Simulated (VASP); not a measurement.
# Shielding tensors and field gradients of MgO, part 2 of 3

Aim: NMR shielding tensors and field gradients of MgO. The cell is of the wurtzite type, one of the forms listed for this formula, which need not be the common one. The start is a computed cell from the Materials Project.

VASP 6.6.1, plane waves and PAW; the level of theory is named at each step.

So far. Step 2 (Ground state): The cell has a gap of 3.37 eV on this mesh and a pressure of -3.9 GPa, which holds the misfit of the given cell and coordinates with this functional, and any error of cutoff, mesh and data sets.

## Step 3: Shielding tensors

This step: chemical shifts by linear response (GIPAW), LDA; plane waves and PAW (Mg, O) (VASP 6.6.1).

LCHIMAG computes the induced currents by linear response. It needs tightly converged orbitals and a cutoff well above the default; LEFG adds the field gradients at no cost.

The input, INCAR:

```
SYSTEM = MgO
PREC = Accurate
ENCUT = 560
EDIFF = 1E-09
NELM = 100
ISMEAR = 0
SIGMA = 0.01
LREAL = .FALSE.
ALGO = Normal
GGA = CA
NBANDS = 14
LWAVE = .FALSE.
LCHARG = .FALSE.
KPAR = 4
LCHIMAG = .TRUE.
LEFG = .TRUE.
DQ = 0.001
ICHIBARE = 1
LNMR_SYM_RED = .TRUE.
```

The input, POSCAR:

```
MgO
1.0
    3.3077869865      0.0000000000      0.0000000000
   -1.6538934933      2.8646275606      0.0000000000
    0.0000000000      0.0000000000      4.9828816700
Mg O
2 2
Direct
    0.6666666667      0.3333333333      0.5021597400
    0.3333333333      0.6666666667      0.0021597400
    0.6666666667      0.3333333333      0.9024402600
    0.3333333333      0.6666666667      0.4024402600
```

The input, KPOINTS:

```
Automatic mesh
0
Gamma
8 8 5
0 0 0
```

Potentials, in the order of the species: Mg and O (LDA family, release 64).

Started as:

```
> mpirun -np 4 vasp_std
```

Log:

```text
[banner, memory and clock lines left out]
running    4 mpi-ranks, on    1 nodes
 distrk:  each k-point on    1 cores,    4 groups
 distr:  one band on    1 cores,    1 groups

 POSCAR found type information on POSCAR MgO
 POSCAR found :  2 types and       4 ions
 LDA part: xc-table for (Slater(with rela. corr.)+CA(PZ))
 , standard interpolation
 POSCAR, INCAR and KPOINTS ok, starting setup
 FFT: planning ... GRIDC
 FFT: planning ... GRID_SOFT
 FFT: planning ... GRID
 WAVECAR not read
 entering main loop
       N       E                     dE             d eps       ncg     rms          rms(c)
DAV:   1     0.623756692848E+02    0.62376E+02   -0.79507E+03   848   0.107E+03
DAV:   2    -0.261070553191E+02   -0.88483E+02   -0.80805E+02  1130   0.219E+02
DAV:   3    -0.304863835339E+02   -0.43793E+01   -0.43653E+01  1026   0.508E+01
DAV:   4    -0.305065418458E+02   -0.20158E-01   -0.20157E-01  1032   0.414E+00
DAV:   5    -0.305066487956E+02   -0.10695E-03   -0.10694E-03  1032   0.286E-01    0.114E+01
DAV:   6    -0.264188850868E+02    0.40878E+01   -0.13859E+01   882   0.294E+01    0.394E+00
DAV:   7    -0.262969085904E+02    0.12198E+00   -0.27748E-01   876   0.439E+00    0.212E+00
DAV:   8    -0.262329187021E+02    0.63990E-01   -0.12024E-01  1038   0.383E+00    0.480E-01
DAV:   9    -0.262303549745E+02    0.25637E-02   -0.68458E-03  1044   0.755E-01    0.118E-01
DAV:  10    -0.262305130744E+02   -0.15810E-03   -0.14394E-04   984   0.102E-01    0.122E-02
DAV:  11    -0.262305114196E+02    0.16548E-05   -0.22409E-05  1116   0.353E-02    0.992E-03
DAV:  12    -0.262305108619E+02    0.55776E-06   -0.36594E-06   990   0.164E-02    0.168E-03
DAV:  13    -0.262305108023E+02    0.59586E-07   -0.15213E-07  1110   0.336E-03    0.646E-04
DAV:  14    -0.262305107976E+02    0.46377E-08   -0.67461E-09  1026   0.872E-04    0.255E-04
DAV:  15    -0.262305107956E+02    0.19942E-08   -0.22990E-09   932   0.475E-04    0.372E-05
DAV:  16    -0.262305107951E+02    0.51534E-09   -0.38133E-11   684   0.682E-05
ion   1
     0.0000000    -0.0000000    -0.0000000    -0.3541852     0.0000000     0.0000000
     0.0000337    -0.0000000    -0.0000000    -0.3541852     0.0000000     0.0000000
     0.0000464    -0.0000000    -0.0000000    -0.3541852     0.0000000     0.0000000
     0.0000638    -0.0000000    -0.0000000    -0.3541852     0.0000000     0.0000000
     0.0000879    -0.0000000    -0.0000000    -0.3541852     0.0000000     0.0000000

     0.0000000    -0.0000000    -0.0000000    -5.2044428     0.0000000     0.0000000
     0.0000337    -0.0000000    -0.0000000    -5.2044374     0.0000000     0.0000000
     0.0000464    -0.0000000    -0.0000000    -5.2044340     0.0000000     0.0000000
     0.0000638    -0.0000000    -0.0000000    -5.2044283     0.0000000     0.0000000
     0.0000879    -0.0000000    -0.0000000    -5.2044188     0.0000000     0.0000000

ion   2
     0.0000000    -0.0000000     0.0000000    -0.3541852    -0.0000000     0.0000000
     0.0000337    -0.0000000     0.0000000    -0.3541852    -0.0000000     0.0000000
     0.0000464    -0.0000000     0.0000000    -0.3541852    -0.0000000     0.0000000
     0.0000638    -0.0000000     0.0000000    -0.3541852    -0.0000000     0.0000000
     0.0000879    -0.0000000     0.0000000    -0.3541852    -0.0000000     0.0000000

     0.0000000    -0.0000000     0.0000000    -5.2044428    -0.0000000     0.0000000
     0.0000337    -0.0000000     0.0000000    -5.2044374    -0.0000000     0.0000000
     0.0000464    -0.0000000     0.0000000    -5.2044340    -0.0000000     0.0000000
     0.0000638    -0.0000000     0.0000000    -5.2044283    -0.0000000     0.0000000
     0.0000879    -0.0000000     0.0000000    -5.2044188    -0.0000000     0.0000000

ion   3
     0.0000000    -0.0000000    -0.0000000     0.3446681    -0.0000000     0.0000000
     0.0000293    -0.0000000    -0.0000000     0.3446680    -0.0000000     0.0000000
     0.0000403    -0.0000000    -0.0000000     0.3446680    -0.0000000     0.0000000
     0.0000555    -0.0000000    -0.0000000     0.3446680    -0.0000000     0.0000000
     0.0000765    -0.0000000    -0.0000000     0.3446680    -0.0000000     0.0000000

     0.0000000    -0.0000000    -0.0000000     1.5324324    -0.0000000     0.0000000
     0.0000293    -0.0000000    -0.0000000     1.5324319    -0.0000000     0.0000000
     0.0000403    -0.0000000    -0.0000000     1.5324316    -0.0000000     0.0000000
     0.0000555    -0.0000000    -0.0000000     1.5324311    -0.0000000     0.0000000
     0.0000765    -0.0000000    -0.0000000     1.5324303    -0.0000000     0.0000000

ion   4
     0.0000000    -0.0000000     0.0000000     0.3446681    -0.0000000     0.0000000
     0.0000293    -0.0000000     0.0000000     0.3446680    -0.0000000     0.0000000
     0.0000403    -0.0000000     0.0000000     0.3446680    -0.0000000     0.0000000
     0.0000555    -0.0000000     0.0000000     0.3446680    -0.0000000     0.0000000
     0.0000765    -0.0000000     0.0000000     0.3446680    -0.0000000     0.0000000

     0.0000000    -0.0000000     0.0000000     1.5324324    -0.0000000     0.0000000
     0.0000293    -0.0000000     0.0000000     1.5324319    -0.0000000     0.0000000
     0.0000403    -0.0000000     0.0000000     1.5324316    -0.0000000     0.0000000
     0.0000555    -0.0000000     0.0000000     1.5324311    -0.0000000     0.0000000
     0.0000765    -0.0000000     0.0000000     1.5324303    -0.0000000     0.0000000

   1 F= -.26230511E+02 E0= -.26230511E+02  d E =-.452739E-24
DAV:   1    -0.662151835447E+02   -0.66215E+02   -0.10569E-10   702   0.204E-05
DAV:   2    -0.662151835447E+02   -0.10488E-10   -0.19003E-12   666   0.711E-06
BDIR= 1  IDIR= 2  IQ= -1
DAV:   1    -0.132411238068E+03   -0.13241E+03   -0.12595E-02  2004   0.793E-01
DAV:   2    -0.132411290091E+03   -0.52022E-04   -0.52022E-04  2130   0.161E-01
DAV:   3    -0.132411290204E+03   -0.11366E-06   -0.11366E-06  2202   0.818E-03
DAV:   4    -0.132411290205E+03   -0.75642E-09   -0.72715E-09  2178   0.659E-04
       N       E                     dE             d eps       ncg     rms
RMM:   1    -0.524776255088E+02   -0.52478E+02   -0.73960E+01  3269   0.427E+01
RMM:   2    -0.541785195662E+02   -0.17009E+01   -0.40236E+00  3654   0.624E+00
RMM:   3    -0.542657317018E+02   -0.87212E-01   -0.86460E-02  3638   0.934E-01
RMM:   4    -0.542685164050E+02   -0.27847E-02   -0.51825E-03  3721   0.207E-01
RMM:   5    -0.542687741118E+02   -0.25771E-03   -0.30215E-04  3731   0.491E-02
RMM:   6    -0.542687888666E+02   -0.14755E-04   -0.32662E-05  3613   0.134E-02
RMM:   7    -0.542687905811E+02   -0.17146E-05   -0.17875E-06  3256   0.344E-03
RMM:   8    -0.542687906734E+02   -0.92299E-07   -0.22023E-07  2971   0.100E-03
[...]
RLQ:   4    -0.838639791853E+00   -0.12220E-03   -0.18216E-04  3412   0.402E-02
RLQ:   5    -0.838647493457E+00   -0.77016E-05   -0.13917E-05  3185   0.965E-03
RLQ:   6    -0.838648029745E+00   -0.53629E-06   -0.10416E-06  3029   0.254E-03
RLQ:   7    -0.838648082687E+00   -0.52942E-07   -0.84149E-08  2820   0.681E-04
RLQ:   8    -0.838648086553E+00   -0.38663E-08   -0.89780E-09  2450   0.210E-04
RLQ:   9    -0.838648086976E+00   -0.42294E-09   -0.63518E-10  2145   0.745E-05
BDIR= 3  IDIR= 1  IQ= -1
DAV:   1    -0.132429215832E+03   -0.13243E+03   -0.12598E-02  2010   0.793E-01
DAV:   2    -0.132429267787E+03   -0.51955E-04   -0.51955E-04  2094   0.160E-01
DAV:   3    -0.132429267903E+03   -0.11580E-06   -0.11581E-06  2238   0.815E-03
DAV:   4    -0.132429267903E+03   -0.74277E-09   -0.73554E-09  2142   0.654E-04
       N       E                     dE             d eps       ncg     rms
RMM:   1    -0.525532354884E+02   -0.52553E+02   -0.69842E+01  3328   0.422E+01
RMM:   2    -0.541807480274E+02   -0.16275E+01   -0.44329E+00  3724   0.671E+00
RMM:   3    -0.542814211894E+02   -0.10067E+00   -0.84206E-02  3722   0.107E+00
RMM:   4    -0.542847752231E+02   -0.33540E-02   -0.70532E-03  3759   0.256E-01
RMM:   5    -0.542850975286E+02   -0.32231E-03   -0.36804E-04  3748   0.602E-02
RMM:   6    -0.542851150136E+02   -0.17485E-04   -0.40246E-05  3622   0.164E-02
RMM:   7    -0.542851169049E+02   -0.18912E-05   -0.21030E-06  3313   0.407E-03
RMM:   8    -0.542851170236E+02   -0.11874E-06   -0.31390E-07  3130   0.118E-03
RMM:   9    -0.542851170340E+02   -0.10376E-07   -0.11706E-08  2805   0.285E-04
RMM:  10    -0.542851170346E+02   -0.65938E-09   -0.15435E-09  2536   0.995E-05
BDIR= 3  IDIR= 1  IQ=  0
DAV:   1    -0.132430374936E+03   -0.13243E+03   -0.32287E-11  1344   0.449E-05
DAV:   2    -0.132430374936E+03    0.16939E-10   -0.34149E-12  1296   0.157E-05
       N       E                     dE             d eps       ncg     rms
RMM:   1    -0.525677109065E+02   -0.52568E+02   -0.69910E+01  3328   0.422E+01
RMM:   2    -0.541996144403E+02   -0.16319E+01   -0.44599E+00  3724   0.671E+00
RMM:   3    -0.542967845553E+02   -0.97170E-01   -0.81417E-02  3714   0.106E+00
RMM:   4    -0.542999945094E+02   -0.32100E-02   -0.66151E-03  3741   0.253E-01
RMM:   5    -0.543002984255E+02   -0.30392E-03   -0.36033E-04  3737   0.598E-02
RMM:   6    -0.543003157055E+02   -0.17280E-04   -0.39228E-05  3579   0.162E-02
RMM:   7    -0.543003176005E+02   -0.18950E-05   -0.22129E-06  3234   0.407E-03
RMM:   8    -0.543003177267E+02   -0.12616E-06   -0.32837E-07  3077   0.119E-03
RMM:   9    -0.543003177393E+02   -0.12586E-07   -0.13813E-08  2800   0.298E-04
RMM:  10    -0.543003177401E+02   -0.81207E-09   -0.21445E-09  2543   0.104E-04
BDIR= 3  IDIR= 1  IQ=  1
DAV:   1    -0.132431430103E+03   -0.13243E+03   -0.12596E-02  1998   0.793E-01
DAV:   2    -0.132431482024E+03   -0.51921E-04   -0.51921E-04  2118   0.160E-01
DAV:   3    -0.132431482140E+03   -0.11604E-06   -0.11603E-06  2214   0.814E-03
DAV:   4    -0.132431482141E+03   -0.69906E-09   -0.73512E-09  2160   0.655E-04
       N       E                     dE             d eps       ncg     rms
RMM:   1    -0.525821124186E+02   -0.52582E+02   -0.69970E+01  3326   0.422E+01
RMM:   2    -0.542149897842E+02   -0.16329E+01   -0.44569E+00  3729   0.671E+00
RMM:   3    -0.543115772670E+02   -0.96587E-01   -0.80847E-02  3719   0.106E+00
RMM:   4    -0.543147644387E+02   -0.31872E-02   -0.65836E-03  3759   0.252E-01
RMM:   5    -0.543150660268E+02   -0.30159E-03   -0.35655E-04  3754   0.596E-02
RMM:   6    -0.543150830448E+02   -0.17018E-04   -0.38659E-05  3623   0.162E-02
RMM:   7    -0.543150849031E+02   -0.18583E-05   -0.21650E-06  3316   0.405E-03
RMM:   8    -0.543150850259E+02   -0.12285E-06   -0.31896E-07  3123   0.119E-03
RMM:   9    -0.543150850381E+02   -0.12212E-07   -0.13427E-08  2810   0.296E-04
RMM:  10    -0.543150850389E+02   -0.78588E-09   -0.20628E-09  2546   0.103E-04
BDIR= 3  IDIR= 2  IQ= -1
DAV:   1    -0.132411238068E+03   -0.13241E+03   -0.12595E-02  2004   0.793E-01
DAV:   2    -0.132411290091E+03   -0.52022E-04   -0.52022E-04  2130   0.161E-01
DAV:   3    -0.132411290204E+03   -0.11366E-06   -0.11366E-06  2202   0.818E-03
DAV:   4    -0.132411290205E+03   -0.75917E-09   -0.72713E-09  2178   0.659E-04
       N       E                     dE             d eps       ncg     rms
RMM:   1    -0.525553998774E+02   -0.52555E+02   -0.69793E+01  3251   0.423E+01
RMM:   2    -0.542012513785E+02   -0.16459E+01   -0.46002E+00  3597   0.678E+00
RMM:   3    -0.542988471375E+02   -0.97596E-01   -0.81906E-02  3575   0.107E+00
RMM:   4    -0.543019848574E+02   -0.31377E-02   -0.64094E-03  3611   0.254E-01
RMM:   5    -0.543022810209E+02   -0.29616E-03   -0.35316E-04  3608   0.603E-02
RMM:   6    -0.543022979873E+02   -0.16966E-04   -0.38514E-05  3396   0.165E-02
RMM:   7    -0.543022998267E+02   -0.18395E-05   -0.21826E-06  3038   0.410E-03
RMM:   8    -0.543022999498E+02   -0.12307E-06   -0.29830E-07  2875   0.120E-03
RMM:   9    -0.543022999631E+02   -0.13245E-07   -0.15861E-08  2612   0.320E-04
RMM:  10    -0.543022999640E+02   -0.93266E-09   -0.21611E-09  2345   0.112E-04
BDIR= 3  IDIR= 2  IQ=  0
DAV:   1    -0.132430374936E+03   -0.13243E+03   -0.32306E-11  1344   0.449E-05
DAV:   2    -0.132430374936E+03    0.30667E-10   -0.37302E-12  1296   0.157E-05
       N       E                     dE             d eps       ncg     rms
RMM:   1    -0.525578620004E+02   -0.52558E+02   -0.69812E+01  3251   0.423E+01
RMM:   2    -0.542000554784E+02   -0.16422E+01   -0.45746E+00  3596   0.678E+00
RMM:   3    -0.542969093316E+02   -0.96854E-01   -0.81190E-02  3567   0.107E+00
RMM:   5    -0.543002992018E+02   -0.29095E-03   -0.34654E-04  3596   0.599E-02
RMM:   6    -0.543003157198E+02   -0.16518E-04   -0.36772E-05  3381   0.164E-02
RMM:   7    -0.543003175904E+02   -0.18706E-05   -0.21983E-06  3026   0.417E-03
RMM:   8    -0.543003177141E+02   -0.12370E-06   -0.30445E-07  2859   0.122E-03
RMM:   9    -0.543003177271E+02   -0.13043E-07   -0.15597E-08  2593   0.319E-04
RMM:  10    -0.543003177281E+02   -0.92972E-09   -0.21699E-09  2334   0.112E-04
BDIR= 3  IDIR= 2  IQ=  1
DAV:   1    -0.132449407765E+03   -0.13245E+03   -0.12593E-02  1992   0.793E-01
DAV:   2    -0.132449459715E+03   -0.51950E-04   -0.51950E-04  2118   0.161E-01
DAV:   3    -0.132449459829E+03   -0.11387E-06   -0.11392E-06  2196   0.822E-03
DAV:   4    -0.132449459830E+03   -0.75900E-09   -0.72325E-09  2148   0.659E-04
       N       E                     dE             d eps       ncg     rms
RMM:   1    -0.525601763205E+02   -0.52560E+02   -0.69825E+01  3250   0.423E+01
RMM:   2    -0.541984631167E+02   -0.16383E+01   -0.45496E+00  3595   0.677E+00
RMM:   3    -0.542945496035E+02   -0.96086E-01   -0.80357E-02  3577   0.107E+00
RMM:   4    -0.542976083301E+02   -0.30587E-02   -0.62342E-03  3609   0.251E-01
RMM:   5    -0.542978943204E+02   -0.28599E-03   -0.34014E-04  3607   0.595E-02
RMM:   6    -0.542979104751E+02   -0.16155E-04   -0.35933E-05  3393   0.162E-02
RMM:   7    -0.542979122937E+02   -0.18186E-05   -0.21362E-06  3039   0.412E-03
RMM:   8    -0.542979124134E+02   -0.11969E-06   -0.29334E-07  2875   0.120E-03
RMM:   9    -0.542979124260E+02   -0.12612E-07   -0.15143E-08  2608   0.315E-04
RMM:  10    -0.542979124268E+02   -0.88455E-09   -0.19808E-09  2339   0.110E-04
       N       E                     dE             d eps       ncg     rms
RLQ:   1    -0.781031982430E+00   -0.78103E+00   -0.13710E+00  2356   0.477E+00
RLQ:   2    -0.833341183643E+00   -0.52309E-01   -0.10987E-01  3298   0.110E+00
RLQ:   3    -0.836107956581E+00   -0.27668E-02   -0.33162E-03  3273   0.168E-01
RLQ:   4    -0.836232206668E+00   -0.12425E-03   -0.22252E-04  3178   0.373E-02
RLQ:   5    -0.836240788877E+00   -0.85822E-05   -0.15147E-05  2882   0.884E-03
RLQ:   6    -0.836241322540E+00   -0.53366E-06   -0.10669E-06  2646   0.223E-03
RLQ:   7    -0.836241373474E+00   -0.50934E-07   -0.83566E-08  2334   0.586E-04
RLQ:   8    -0.836241377468E+00   -0.39936E-08   -0.95970E-09  2007   0.183E-04
RLQ:   9    -0.836241377836E+00   -0.36796E-09   -0.53150E-10  1697   0.672E-05
```

It took 7.1 min on 4 MPI ranks of AMD EPYC 7R43, shared host; peak memory 1.4 GiB; 28 min of CPU time.

(Part 2 of 3 ends here.)

[Lines on the potential files, build, host, timing and source positions are cut from VASP's logs without a mark.]

[Logs are printed without paths, hosts, clocks, repeated set-up lines and the standing remarks that a program may print on its own settings, such as how far it seeks lower states.]

[Hosts, paths, dates, database ids (printed as entryN), source tags and the programs' standing remarks are cut or masked in the printed files.]
